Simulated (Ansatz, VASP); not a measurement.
# CaO in VASP and in Ansatz

Contents of INCAR:

```
ALGO = Normal
EDIFF = 1E-6
ENCUT = 520
GGA = PE
ISIF = 2
ISMEAR = 0
LASPH = True
LCHARG = False
LREAL = False
LWAVE = False
NBANDS = 24
NELM = 100
PREC = Accurate
SIGMA = 0.1
```

The input KPOINTS:

```
k-points
0
Gamma
  6 6 6
```

POSCAR

```
CaO
1.0
    1.6775345200      0.9685250100      6.0004496500
   -1.6775345200      0.9685250100      6.0004496500
    0.0000000000     -1.9370500100      6.0004496500
Ca O
2 2
Direct
    0.4166666700      0.4166666700      0.4166666700
    0.5833333300      0.5833333300      0.5833333300
    0.0000000000      0.0000000000      0.0000000000
    0.8333333300      0.8333333300      0.8333333300
```

Input for Ansatz:

```yaml
crystal:
  lattice:
    - [1.67753452, 0.96852501, 6.00044965]
    - [-1.67753452, 0.96852501, 6.00044965]
    - [0.0, -1.93705001, 6.00044965]
  atoms:
    - { symbol: Ca, position: [0.41666667, 0.41666667, 0.41666667] }
    - { symbol: Ca, position: [0.58333333, 0.58333333, 0.58333333] }
    - { symbol: O, position: [0.0, 0.0, 0.0] }
    - { symbol: O, position: [0.83333333, 0.83333333, 0.83333333] }
basis:
  ecutwfc: 420
kpoints:
  mp_grid: { grid: [6, 6, 6] }
hamiltonian:
  xc: pbe
scf:
  occupations: { method: gaussian, width: 0.1 }
  lower_state_search: "off"
output:
  forces: true
  stress: true
  eigenvalues: true
```

Alike in both runs: task single point; functional PBE; k mesh 6 × 6 × 6; occupations gaussian, width 0.1 eV; no spin polarisation.

|  | VASP | Ansatz |
| --- | --- | --- |
| version | VASP 6.6.1 | Ansatz 0.2.0 |
| potentials or method | VASP PAW PBE potentials, release 64 (Ca_sv, O) | scalar-relativistic, plane waves, PAW |
| plane-wave cutoff (eV) | 520 | 420 |
| valence electrons in the cell | 32 | 32 |

VASP gave:

- gap on the k mesh at the Fermi level (eV): 3.79
- least direct gap on the mesh (eV): 3.81
- pressure (GPa): -2.9
- largest component of the traceless stress (GPa): 3.95
- rms of the force components (eV/Å): 0.216

Q: Which values does Ansatz return?

A: gap on the k mesh at the Fermi level (eV): 3.80; least direct gap on the mesh (eV): 3.82; pressure (GPa): -3.3; largest component of the traceless stress (GPa): 4.02; rms of the force components (eV/Å): 0.215.

Atom by atom the forces differ by 0.001 eV/Å (rms over components).

A k mesh can miss the band edges. Expect the measured gap to be larger: semilocal functionals such as PBE lack the derivative discontinuity.
